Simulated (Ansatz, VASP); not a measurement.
# Two plane-wave programs on KI

The input POSCAR:

```
KI
1.0
    4.2909401140      0.0000000000      0.0000000000
    0.0000000000      4.2909401140      0.0000000000
    0.0000000000      0.0000000000      4.2909401140
K I
1 1
Direct
    0.0000000000      0.0000000000      0.0000000000
    0.5000000000      0.5000000000      0.5000000000
```

INCAR.step1

```
PREC     = Accurate       # precision mode
ENCUT    = 520            # plane-wave cutoff, eV
ISMEAR   = 0              # smearing method
SIGMA    = 0.01           # smearing width, eV
LREAL    = F              # projectors in reciprocal space
LASPH    = T              # aspherical terms in the spheres
NELM     = 100            # most SCF steps
NBANDS   = 15             # bands
GGA      = PE             # functional
ALGO     = Normal         # electronic algorithm
EDIFF    = 1E-4           # SCF threshold, eV
LWAVE    = T              # write WAVECAR
LCHARG   = F              # write CHGCAR
```

INCAR.step2

```
PREC     = Accurate       # precision mode
ENCUT    = 520            # plane-wave cutoff, eV
EDIFF    = 1E-6           # SCF threshold, eV
ISMEAR   = 0              # smearing method
SIGMA    = 0.01           # smearing width, eV
LREAL    = F              # projectors in reciprocal space
LASPH    = T              # aspherical terms in the spheres
NELM     = 100            # most SCF steps
ALGO     = Normal         # electronic algorithm
ISIF     = 2              # what is computed and relaxed
LWAVE    = F              # write WAVECAR
LCHARG   = F              # write CHGCAR
METAGGA  = R2SCAN         # meta-GGA
LMIXTAU  = T            
NBANDS   = 15             # bands
ISTART   = 1
```

Contents of KPOINTS:

```
regular mesh
0
Gamma
  4 4 4
```

Input for Ansatz:

```yaml
crystal:
  lattice:
    - [4.290940114, 0.0, 0.0]
    - [0.0, 4.290940114, 0.0]
    - [0.0, 0.0, 4.290940114]
  atoms:
    - { symbol: K, position: [0.0, 0.0, 0.0] }
    - { symbol: I, position: [0.5, 0.5, 0.5] }
kpoints:
  mp_grid: { grid: [4, 4, 4] }
hamiltonian:
  xc: r2scan
scf:
  occupations: { method: fixed }
  n_extra_bands: 4
output:
  forces: true
  stress: true
  eigenvalues: true
```

The cell was built by a generator and needn't be a form met in nature.

Alike in both runs: task single point; functional r2SCAN; k mesh 4 × 4 × 4; no spin polarisation.

|  | VASP | Ansatz |
| --- | --- | --- |
| version | VASP 6.6.1 | Ansatz 0.2.0 |
| potentials or method | VASP PAW PBE potentials, release 64 (K_sv, I) | plane waves, PAW |
| plane-wave cutoff (eV) | 520 | 500 |
| occupations | gaussian, width 0.01 eV | fixed |
| valence electrons in the cell | 16 | 26 |

```csv
,VASP,Ansatz,Ansatz less VASP
gap on the k mesh at the Fermi level (eV),4.04,4.04,+0.002
pressure (GPa),0.1,0.1,+0.01
```

The two sets of potentials don't hold the same shells in valence.

Caveats: the PAW data sets were made with another functional, which shifts forces and pressure a little (VASP); spin-orbit coupling is left out, which moves the levels of the heavy elements. A k mesh can miss the band edges. r2SCAN opens gaps a little over a GGA but as a rule still falls short of measured ones.
